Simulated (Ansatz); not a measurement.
# Ga: structure and electronic properties

The task here is to estimate one member of a computed series from the others.

Computed with Ansatz 0.2.0 (DFT r2SCAN, scalar-relativistic, plane waves, PAW, unless a step's input says otherwise).

### The starting structure

It takes space group I4/mmm (No. 139, tetragonal). The conventional cell has a = 2.808 Å, b = 2.808 Å, c = 4.458 Å, α = 90.00°, β = 90.00°, γ = 90.00°. Ga (site symmetry 4/mmm) has 12 Ga at 2.81 to 2.99 Å as nearest neighbours.

Coordinates:

```
Ga
1.0
    -1.40400    1.40400    2.22900
     1.40400   -1.40400    2.22900
     1.40400    1.40400   -2.22900
Ga
1
Cartesian
  0.0000 0.0000 0.0000
```

The structure comes from the Crystallography Open Database.

The first run:

input.yaml reads:

```yaml
crystal:
  lattice:
    - [-1.404, 1.404, 2.229]
    - [1.404, -1.404, 2.229]
    - [1.404, 1.404, -2.229]
  atoms:
    - { symbol: Ga, position: [0.0, 0.0, 0.0] }
basis:
  ecutwfc: 500
kpoints:
  mp_grid: { grid: [20, 20, 20] }
hamiltonian:
  xc: r2scan
scf:
  occupations: { method: gaussian, width: 0.1 }
output:
  forces: true
  stress: true
  eigenvalues: true
relax:
  adjacent_minimum: "off"
  f_tol: 0.005
  max_steps: 80
  cell: { stress_tol: 0.05 }
```

Among the steps run: Full relaxation; Electronic structure at the relaxed geometry; Volume × 0.97; Volume × 1.03; Point at V/V0 = 0.94; Volume × 1.06.

One of the session's tables, all rows but one given; the rest of the session is left out.

It belongs to the step «Equation of state». 

```
volume (Å³/atom)  energy above the lowest point (meV/atom)  pressure (GPa)
          16.806                                      13.4            4.24
          17.343                                       3.1            1.94
          17.879                                       0.0            0.00
          18.416                                         ?               ?
          18.952                                      10.4           -2.90
```

Estimate the missing values for volume (Å³/atom) = 18.416.

Worked estimate for «energy above the lowest point (meV/atom)». A straight line through the neighbours (17.879, 0.0) and (18.952, 10.4) gives 0.0 + (10.4 − 0.0) × (18.416 − 17.879) / (18.952 − 17.879) = 5.2; a parabola fitted to 3 rows on both sides gives 2.4.

As computed: energy above the lowest point (meV/atom): 2.8; pressure (GPa): -1.62. In «energy above the lowest point (meV/atom)» the line misses by +2.4 and the parabola by -0.4.
